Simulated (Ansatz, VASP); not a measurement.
# ZnS: VASP beside Ansatz

The input INCAR:

```
SYSTEM = ZnS
  PREC = Accurate
  ENCUT = 520
  EDIFF = 1E-7
  ISMEAR = 0
  SIGMA = 0.01
  LREAL = .FALSE.
  LASPH = .TRUE.
  NELM = 60
  ALGO = Normal
  ISIF = 2
  LWAVE = .FALSE.
  LCHARG = .FALSE.
  GGA = PS
  NBANDS = 26
```

Contents of KPOINTS:

```
Automatic mesh
0
G
  9 9 6
  0 0 0
```

The input POSCAR:

```
ZnS
1.0
    3.8230000000      0.0000000000      0.0000000000
   -1.9115000000      3.3108151187      0.0000000000
    0.0000000000      0.0000000000      6.2610000000
Zn S
2 2
Direct
    0.3333333333      0.6666666667      0.0001296852
    0.6666666667      0.3333333333      0.5001296852
    0.3333333333      0.6666666667      0.3748703148
    0.6666666667      0.3333333333      0.8748703148
```

Input for Ansatz:

```yaml
crystal:
  lattice:
    - [3.823, 0.0, 0.0]
    - [-1.9115, 3.3108151187, 0.0]
    - [0.0, 0.0, 6.261]
  atoms:
    - { symbol: Zn, position: [0.3333333333, 0.6666666667, 0.0001296852] }
    - { symbol: Zn, position: [0.6666666667, 0.3333333333, 0.5001296852] }
    - { symbol: S, position: [0.3333333333, 0.6666666667, 0.3748703148] }
    - { symbol: S, position: [0.6666666667, 0.3333333333, 0.8748703148] }
basis:
  ecutwfc: 420
  xc_grid: 2
kpoints:
  mp_grid: { grid: [9, 9, 6] }
hamiltonian:
  xc: pbesol
  pseudopotentials: { kind: paw, azcp: { folder: soft_1 } }
scf:
  occupations: { method: fixed }
output:
  forces: true
  stress: true
  eigenvalues: true
  polarization: {}
```

Change from the starting cell: polar distortion scaled by 1.00.

Alike in both runs: task single point; functional PBEsol; k mesh 9 × 9 × 6; no spin polarisation.

|  | VASP | Ansatz |
| --- | --- | --- |
| version | VASP 6.6.1 | Ansatz 0.2.0 |
| potentials or method | VASP PAW PBE potentials, release 64 (Zn, S) | scalar-relativistic, plane waves, PAW |
| plane-wave cutoff (eV) | 520 | 420 |
| occupations | gaussian, width 0.01 eV | fixed |
| valence electrons in the cell | 36 | 36 |

```csv
,VASP,Ansatz,Ansatz less VASP
gap on the k mesh at the Fermi level (eV),2.03,2.02,-0.009
least direct gap on the mesh (eV),2.03,2.02,-0.009
pressure (GPa),-2.0,-2.2,-0.18
largest component of the traceless stress (GPa),0.09,0.08,-0.005
```

Ansatz warned: «pseudo_functional_mismatch».

Caveats: the PAW data sets were made with another functional, which shifts forces and pressure a little (VASP).
